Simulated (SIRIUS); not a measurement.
Si:

```xyz
1
Lattice="2.6205 0.0000 0.0000 -1.3103 2.2695 0.0000 0.0000 0.0000 2.4664" Properties=species:S:1:pos:R:3 pbc="T T T"
Si    0.0000    0.0000    0.0000
```

This isn't the form of Si at room conditions, which is diamond.

```yaml
Program: SIRIUS 7.12.0
Task: relaxation of cell and atoms
Functional: PBEsol
Potentials_or_basis: PseudoDojo 0.4.1 PBE standard (scalar relativistic)
Cutoff: 490 eV
Density_cutoff: 1959 eV
k_mesh: 12 × 12 × 11
Occupations: fermi-dirac, width 0.05 eV
Spin: no spin polarisation
```

At the start: pressure 1.4 GPa; volume 14.67 Å³/atom.

Where does the relaxation end?

Over 3 steps the energy falls by 2.6 meV/atom and the volume is 14.83 Å³/atom (+1.1 %); space group P6/mmm (No. 191, to 0.05 Å).

The path:
| step | energy change (eV) | largest force (eV/Å) | pressure (GPa) | volume (Å³) |
| --- | --- | --- | --- | --- |
| 1 | 0.0000 | 0.0000 | 1.39 | 14.67 |
| 2 | -0.0019 | 0.0000 | 0.66 | 14.75 |
| 3 | -0.0026 | 0.0000 | -0.03 | 14.83 |

Final structure:
```cif
data_structure
_symmetry_space_group_name_H-M 'P 1'
_symmetry_Int_Tables_number 1
_cell_length_a 2.6187
_cell_length_b 2.6187
_cell_length_c 2.4967
_cell_angle_alpha 90.000
_cell_angle_beta 90.000
_cell_angle_gamma 120.000
_cell_volume 14.83
loop_
_atom_site_label
_atom_site_type_symbol
_atom_site_fract_x
_atom_site_fract_y
_atom_site_fract_z
_atom_site_occupancy
Si1 Si 0.00000 0.00000 0.00000 1
```

Caveat: the potentials were made for another functional, which shifts forces and pressure.
